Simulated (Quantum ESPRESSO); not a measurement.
# GaP (F-43m) in Quantum ESPRESSO: notebook, part 3 of 3

Quantum ESPRESSO 7.5. The steps go on from the part before.

## (5) Phonons, PBE

pw.in reads:

```
&CONTROL
  calculation = 'scf'
  prefix = 'pwscf'
  outdir = './tmp'
  pseudo_dir = './pseudo'
  tprnfor = .true.
  tstress = .true.
  disk_io = 'low'
/
&SYSTEM
  ibrav = 0
  nat = 2
  ntyp = 2
  ecutwfc = 56
  ecutrho = 448
  nbnd = 19
  occupations = 'smearing'
  smearing = 'fd'
  degauss = 0.00367493
/
&ELECTRONS
  conv_thr = 4d-10
  electron_maxstep = 120
  mixing_beta = 0.5
/
ATOMIC_SPECIES
Ga    69.7230 ga_pbe_v1.4.uspp.F.UPF
P     30.9738 p_pbe_v1.5.uspp.F.UPF
CELL_PARAMETERS angstrom
   0.0000000000    2.7252500000    2.7252500000
   2.7252500000    0.0000000000    2.7252500000
   2.7252500000    2.7252500000    0.0000000000
ATOMIC_POSITIONS crystal
Ga     0.0000000000    0.0000000000    0.0000000000
P      0.7500000000    0.7500000000    0.7500000000
K_POINTS automatic
4 4 4 1 1 1
```

relax.in reads:

```
&CONTROL
  calculation = 'vc-relax'
  prefix = 'pwscf'
  outdir = './tmp'
  pseudo_dir = './pseudo'
  tprnfor = .true.
  tstress = .true.
  disk_io = 'low'
  nstep = 40
  forc_conv_thr = 0.0001
  etot_conv_thr = 1d-06
/
&SYSTEM
  ibrav = 0
  nat = 2
  ntyp = 2
  ecutwfc = 56
  ecutrho = 448
  nbnd = 19
  occupations = 'smearing'
  smearing = 'fd'
  degauss = 0.00367493
/
&ELECTRONS
  conv_thr = 4d-10
  electron_maxstep = 120
  mixing_beta = 0.5
/
&IONS
  ion_dynamics = 'bfgs'
/
&CELL
  cell_dynamics = 'bfgs'
  press = 0
  press_conv_thr = 0.2
/
ATOMIC_SPECIES
Ga    69.7230 ga_pbe_v1.4.uspp.F.UPF
P     30.9738 p_pbe_v1.5.uspp.F.UPF
CELL_PARAMETERS angstrom
   0.0000000000    2.7252500000    2.7252500000
   2.7252500000    0.0000000000    2.7252500000
   2.7252500000    2.7252500000    0.0000000000
ATOMIC_POSITIONS crystal
Ga     0.0000000000    0.0000000000    0.0000000000
P      0.7500000000    0.7500000000    0.7500000000
K_POINTS automatic
4 4 4 1 1 1
```

scf2.in reads:

```
&CONTROL
  calculation = 'scf'
  prefix = 'pwscf'
  outdir = './tmp'
  pseudo_dir = './pseudo'
  tprnfor = .true.
  tstress = .true.
  disk_io = 'low'
/
&SYSTEM
  ibrav = 0
  nat = 2
  ntyp = 2
  ecutwfc = 56
  ecutrho = 448
  nbnd = 19
  occupations = 'fixed'
/
&ELECTRONS
  conv_thr = 1d-13
  electron_maxstep = 120
  mixing_beta = 0.5
  startingpot = 'file'
  startingwfc = 'file'
/
ATOMIC_SPECIES
Ga    69.7230 ga_pbe_v1.4.uspp.F.UPF
P     30.9738 p_pbe_v1.5.uspp.F.UPF
CELL_PARAMETERS angstrom
   0.0000000000    2.7528994933    2.7528994933
   2.7528994933    0.0000000000    2.7528994933
   2.7528994933    2.7528994933    0.0000000000
ATOMIC_POSITIONS crystal
Ga     0.0000000000    0.0000000000    0.0000000000
P      0.7500000000    0.7500000000    0.7500000000
K_POINTS automatic
4 4 4 1 1 1
```

ph.in reads:

```
phonons of GaP
&INPUTPH
  prefix = 'pwscf'
  outdir = './tmp'
  tr2_ph = 1d-18
  fildyn = 'dyn'
  niter_ph = 90
  alpha_mix(1) = 0.7
/
0.0000000000 0.7071067812 0.0000000000
```

Potentials or basis: GBRV 1.5 PBE.

The run is started by

```
OMP_NUM_THREADS=1 mpirun -n 4 pw.x -nk 2 -in pw.in > pw.out
OMP_NUM_THREADS=1 mpirun -n 4 pw.x -nk 2 -in relax.in > relax.out
OMP_NUM_THREADS=1 mpirun -n 4 pw.x -nk 2 -in scf2.in > scf2.out
OMP_NUM_THREADS=1 mpirun -n 4 ph.x -nk 2 -in ph.in > ph.out
```

pw.out:

```text
This program is part of the open-source Quantum ESPRESSO suite
     for quantum simulation of materials; please cite
         "P. Giannozzi et al., J. Phys.:Condens. Matter 21 395502 (2009);
         "P. Giannozzi et al., J. Phys.:Condens. Matter 29 465901 (2017);
         "P. Giannozzi et al., J. Chem. Phys. 152 154105 (2020);
     in publications or presentations arising from this work. More details at

     Message from routine setup:
     using ibrav=0 with symmetry is DISCOURAGED, use correct ibrav instead

     K-points division:     npool     =       2
     Subspace diagonalization in iterative solution of the eigenvalue problem:
     a serial algorithm will be used

     --------------------
     sticks:   dense  smooth     PW     G-vecs:    dense   smooth      PW
     Min         819     411    126                21898     7736    1318
     Max         820     412    127                21901     7737    1319
     Sum        1639     823    253                43799    15473    2637

     Using Slab Decomposition

     bravais-lattice index     =            0
     lattice parameter (alat)  =       7.2832  a.u.
     unit-cell volume          =     273.1780 (a.u.)^3
     number of atoms/cell      =            2
     number of atomic types    =            2
     number of electrons       =        24.00
     number of Kohn-Sham states=           19
     kinetic-energy cutoff     =      56.0000  Ry
     charge density cutoff     =     448.0000  Ry
     scf convergence threshold =      4.0E-10
     mixing beta               =       0.5000
     number of iterations used =            8  plain     mixing
     Exchange-correlation=  SLA  PW   PBX  PBC
                           (   1   4   3   4   0   0   0)

     celldm(1)=   7.283166  celldm(2)=   0.000000  celldm(3)=   0.000000
     celldm(4)=   0.000000  celldm(5)=   0.000000  celldm(6)=   0.000000

     crystal axes: (cart. coord. in units of alat)
               a(1) = (   0.000000   0.707107   0.707107 )
               a(2) = (   0.707107   0.000000   0.707107 )
               a(3) = (   0.707107   0.707107   0.000000 )

     reciprocal axes: (cart. coord. in units 2 pi/alat)
               b(1) = ( -0.707107  0.707107  0.707107 )
               b(2) = (  0.707107 -0.707107  0.707107 )
               b(3) = (  0.707107  0.707107 -0.707107 )

     PseudoPot. # 1 for Ga read from file:
     ga_pbe_v1.4.uspp.F.UPF
     Pseudo is Ultrasoft + core correction, Zval = 19.0
     Generated by new atomic code, or converted to UPF format
     Using radial grid of  871 points,  6 beta functions with:
                l(1) =   0
                l(2) =   0
                l(3) =   1
[... 41 lines left out ...]
        k(    8) = (  -0.6187184   0.0883883   0.0883883), wk =   0.1875000
        k(    9) = (   0.2651650   0.2651650   0.2651650), wk =   0.0625000
        k(   10) = (  -0.2651650  -0.2651650   0.7954951), wk =   0.1875000

     Dense  grid:    43799 G-vectors     FFT dimensions: (  50,  50,  50)

     Smooth grid:    15473 G-vectors     FFT dimensions: (  36,  36,  36)

     Initial potential from superposition of free atoms

     starting charge      22.9998, renormalised to      24.0000
     Starting wfcs are   16 randomized atomic wfcs +    3 random wfcs

     Self-consistent Calculation

     iteration #  1     ecut=    56.00 Ry     beta= 0.50
     Davidson diagonalization with overlap
     ethr =  1.00E-02,  avg # of iterations =  7.5

     total energy              =    -426.96165309 Ry
     estimated scf accuracy    <       7.58111687 Ry
[... 71 lines left out ...]
     iteration # 12     ecut=    56.00 Ry     beta= 0.50
     Davidson diagonalization with overlap
     ethr =  5.77E-12,  avg # of iterations =  2.6

     End of self-consistent calculation

          k = 0.0884 0.0884 0.0884 (  1934 PWs)   bands (ev):

   -86.3042 -86.3042 -86.3042  -6.7687  -6.7495  -6.7495  -6.6536  -6.6536
    -4.5689   6.0964   7.4938   7.4938  10.1741  11.9634  11.9634  12.1927
    16.8464  16.8464  17.4291

          k = 0.2652 0.2652-0.0884 (  1930 PWs)   bands (ev):

   -86.3042 -86.3042 -86.3042  -6.8162  -6.7330  -6.7312  -6.6559  -6.6489
    -3.5763   3.1431   5.6637   7.0209  10.6389  12.6400  12.6408  14.1346
    15.9587  18.2773  18.9480

          k =-0.2652-0.2652 0.4419 (  1941 PWs)   bands (ev):
[... 19 lines left out ...]
   -86.3042 -86.3042 -86.3042  -6.8554  -6.7136  -6.6973  -6.6700  -6.6428
    -1.9285   1.2998   4.0120   5.0516  10.9544  12.6022  13.9331  15.8737
    17.3853  19.9870  20.7942

          k = 0.0884-0.2652 0.4419 (  1931 PWs)   bands (ev):

   -86.3042 -86.3042 -86.3042  -6.8397  -6.7233  -6.7139  -6.6624  -6.6445
    -2.7492   2.0237   4.6896   6.0035  11.1969  12.1722  13.4146  14.8422
    17.2741  19.2454  20.4979

          k =-0.6187 0.0884 0.0884 (  1935 PWs)   bands (ev):

   -86.3042 -86.3042 -86.3042  -6.8672  -6.6977  -6.6929  -6.6826  -6.6348
    -2.0156   1.3082   4.5814   5.2163   9.6260  10.5902  16.5548  16.8924
    18.8924  19.6574  20.8853

          k = 0.2652 0.2652 0.2652 (  1922 PWs)   bands (ev):
[... 7 lines left out ...]
   -86.3042 -86.3042 -86.3042  -6.8463  -6.7196  -6.7099  -6.6594  -6.6480
    -2.2487   1.4283   4.0554   5.9949  10.4542  13.3738  14.3043  15.2905
    16.9887  17.3808  21.1897

     the Fermi energy is     8.5252 ev

!    total energy              =    -430.92343121 Ry
     estimated scf accuracy    <          2.8E-12 Ry
     smearing contrib. (-TS)   =      -0.00000000 Ry
     internal energy E=F+TS    =    -430.92343121 Ry

     The total energy is F=E-TS. E is the sum of the following terms:
     one-electron contribution =    -396.46844858 Ry
     hartree contribution      =     206.66616679 Ry
     xc contribution           =     -54.50624581 Ry
     ewald contribution        =    -186.61490361 Ry

     convergence has been achieved in  12 iterations

     Forces acting on atoms (cartesian axes, Ry/au):

     atom    1 type  1   force =    -0.00000000   -0.00000000   -0.00000000
     atom    2 type  2   force =     0.00000000    0.00000000    0.00000000

     Total force =     0.000000     Total SCF correction =     0.000000

     Computing stress (Cartesian axis) and pressure

          total   stress  (Ry/bohr**3)                   (kbar)     P=       24.92
   0.00016939   0.00000000   0.00000000           24.92        0.00        0.00
   0.00000000   0.00016939   0.00000000            0.00       24.92        0.00
   0.00000000   0.00000000   0.00016939            0.00        0.00       24.92

=------------------------------------------------------------------------------=
   JOB DONE.
=------------------------------------------------------------------------------=
```

scf2.out:

```text
This program is part of the open-source Quantum ESPRESSO suite
     for quantum simulation of materials; please cite
         "P. Giannozzi et al., J. Phys.:Condens. Matter 21 395502 (2009);
         "P. Giannozzi et al., J. Phys.:Condens. Matter 29 465901 (2017);
         "P. Giannozzi et al., J. Chem. Phys. 152 154105 (2020);
[... 211 lines left out ...]
   0.00000000   0.00000005   0.00000000            0.00        0.01        0.00
  -0.00000000   0.00000000   0.00000005           -0.00        0.00        0.01

=------------------------------------------------------------------------------=
   JOB DONE.
=------------------------------------------------------------------------------=
```

Wall time 4.6 min (4 MPI ranks of Intel Xeon at 2.50GHz (Skylake/Cascade Lake), shared host); peak memory 0.52 GiB.

What came out:

```
Free energy                                 : -5863.0217 eV
Relaxed volume                              : 20.86 Å³/atom
Relaxed cell                                : a = 3.893 Å, b = 3.893 Å, c = 3.893 Å, α = 60.00°, β = 60.00°, γ = 60.00°
Space group after relaxing (to 0.05 Å)      : F-43m (No. 216)
Pressure after relaxing                     : 0.0 GPa
Highest phonon frequency at the q point run : 348 cm⁻¹
```

Step by step:
```tsv
step	energy change (eV)	largest force (eV/Å)	pressure (GPa)	volume (Å³)
1	0.0000	0.0000	2.49	40.48
2	-0.0063	0.0000	1.40	41.00
3	-0.0093	0.0000	0.29	41.57
4	-0.0094	0.0000	0.01	41.72
5	-0.0094	0.0000	0.00	41.73
```

Final structure:
```xyz
2
Lattice="0.0000 2.7529 2.7529 2.7529 0.0000 2.7529 2.7529 2.7529 0.0000" Properties=species:S:1:pos:R:3 pbc="T T T"
Ga    0.0000    0.0000    0.0000
P     4.1293    4.1293    4.1293
```

Phonon frequencies in cm⁻¹ (negative: imaginary):
```
              q point              frequencies
(0.500, 0.000, 0.500)  102 102 241 341 341 348
```

Phonon modes at q = (0.500, 0.000, 0.500) in reciprocal lattice units:
```tsv
mode	symmetry	cm⁻¹
1	E	102
2	E	102
3	B_2	241
4	E	341
5	E	341
6	A_1	348
```
